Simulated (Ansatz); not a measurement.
## zincblende-structured CdTe

**What was measured.** “Electronic structure, structural and optical properties of thermally evaporated CdTe thin films”, 2006, arxiv:cond-mat/0608141 quotes, for a bulk crystal of CdTe: lattice constant a 6.482 Å.

From “Multiscale insight into the Cd1-xZnxTe vibrational-mechanical properties -- High-pressure experiments and ab initio calculations”, 2023, arxiv:2306.14539, for a powder of CdTe: bulk modulus 42 ± 2 GPa.

Computed with Ansatz (plane waves, PAW, 420 eV cutoff): PBE, scalar-relativistic, no spin polarisation, Γ-centred 10×10×10 mesh, 0.05 eV Gaussian smearing. The datasets are Ansatz's generated set soft_2.

```cif
data_structure
_symmetry_space_group_name_H-M 'F-43m'
_symmetry_Int_Tables_number 216
_cell_length_a 6.6182
_cell_length_b 6.6182
_cell_length_c 6.6182
_cell_angle_alpha 90.000
_cell_angle_beta 90.000
_cell_angle_gamma 90.000
_cell_volume 289.88
loop_
_atom_site_label
_atom_site_type_symbol
_atom_site_symmetry_multiplicity
_atom_site_Wyckoff_symbol
_atom_site_fract_x
_atom_site_fract_y
_atom_site_fract_z
_atom_site_occupancy
Cd1 Cd 4 a 0.00000 0.00000 0.00000 1
Te1 Te 4 d 0.25000 0.25000 0.75000 1
```

The compound is reported in the structure type of the start.

The cell above was scaled in volume, its shape and atoms being fixed by the lattice's symmetry. Energies are counted from the cell above.

```tsv
V (Å³/atom)	ΔE (meV/atom)	P from the stress (GPa)
34.242	13.43	2.28
34.785	6.90	1.58
35.510	1.66	0.75
36.235	0.00	0.00
36.959	1.52	-0.66
37.684	5.88	-1.25
38.771	17.06	-2.02
39.858	33.01	-2.66
```

Do the energies and the pressures agree? Compare −ΔE/ΔV between neighbouring points (1 meV/Å³ = 0.1602 GPa) with the mean of their pressures.

| interval (Å³/atom) | −ΔE/ΔV (GPa) | mean P (GPa) |
| --- | --- | --- |
| 34.24 to 34.79 | 1.9 | 1.9 |
| 34.79 to 35.51 | 1.2 | 1.2 |
| 35.51 to 36.23 | 0.4 | 0.4 |
| 36.23 to 36.96 | -0.3 | -0.3 |
| 36.96 to 37.68 | -1.0 | -1.0 |
| 37.68 to 38.77 | -1.6 | -1.6 |
| 38.77 to 39.86 | -2.4 | -2.3 |
They differ by 0.01 GPa at most.

What do the two routes give for V0, B0 and B0′?

A third-order Birch–Murnaghan fit of the energies: V0 = 36.24 Å³/atom, B0 = 35 GPa, B0′ = 4.8. A polynomial of P in ln V, with B = −dP/d ln V at P = 0: V0 = 36.24 Å³/atom, B0 = 35 GPa, B0′ = 4.8.

B0·V0 = 35.1 GPa × 36.24 Å³ = 7.95 eV/atom sets the scale: near the minimum ΔE ≈ ½ B0 V0 x², with x = V/V0 − 1, and a pressure of 0.4 GPa squeezes the volume by about 1 %. At the ends of the curve: x = −5.5 % predicts 12.0 meV/atom and the run gives 13.4; x = +10.0 % predicts 39.7 meV/atom and the run gives 33.0. The lopsidedness is anharmonic: atoms resist being pushed together more than being pulled apart.

**Against experiment.** Measured lattice constant a of CdTe: 6.482 Å (quoted in “Electronic structure, structural and optical properties of thermally evaporated CdTe thin films”, 2006, arxiv:cond-mat/0608141). This calculation gives 6.618 Å (+2.1 %). 2 values of this kind are on record (6.482 to 6.486 Å); this one was drawn at random. The calculation is for a static lattice, without zero-point motion or thermal expansion. A measured bulk modulus of CdTe is 42 GPa (powder; quoted in “Multiscale insight into the Cd1-xZnxTe vibrational-mechanical properties -- High-pressure experiments and ab initio calculations”, 2023, arxiv:2306.14539); the calculated 35 GPa misses it by -16.3 %.

No spin–orbit coupling, a notable omission for heavy elements.

The calculated CdTe lattice is too large and too soft, and the two errors are linked. PBE commonly underbinds semiconductors of heavy elements because its gradient correction favours the more inhomogeneous density of a stretched lattice. Longer bonds have weaker overlap and a flatter energy curve, hence a lower bulk modulus. The measured lattice constant corresponds to a volume slightly below the smallest one computed, where the crystal is already under 2.28 GPa. With B0′ = 4.8, the stiffening on compression to that volume would be enough to remove the shortfall in the modulus. This suggests that the softness reflects mainly the overestimated equilibrium volume, not a separate failure to describe the bond stiffness.

The low modulus itself is natural for an open tetrahedral network of long, polar covalent bonds. The close match of energies and stresses supports the equation of state as numerically sound, but doesn't test the functional. Without competing structures such as rocksalt, the curve can't show where zincblende ceases to be the stable phase under pressure.
